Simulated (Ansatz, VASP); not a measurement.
## SiC: VASP beside Ansatz

```
CELL_PARAMETERS angstrom
2.62012 0.00000 0.00000
0.00000 2.62012 0.00000
0.00000 0.00000 2.62012
ATOMIC_POSITIONS crystal
Si 0.00000 0.00000 0.00000
C 0.50000 0.50000 0.50000
```

The cell was built by a generator and needn't be a form met in nature.

Alike in both runs: task single point; functional PBE; k mesh 10 × 10 × 10; occupations fermi-dirac, width 0.02 eV; no spin polarisation.

|  | VASP | Ansatz |
| --- | --- | --- |
| version | VASP 6.6.1 | Ansatz 0.2.0 |
| potentials or method | VASP PAW PBE potentials, release 64 (Si, C) | plane waves, PAW |
| plane-wave cutoff (eV) | 520 | 420 |
| valence electrons in the cell | 8 | 8 |

```tsv
	VASP	Ansatz	Ansatz less VASP
pressure (GPa)	4.6	4.5	-0.12
```

With one functional, cell and mesh, what is left measures potentials, basis and numerics.
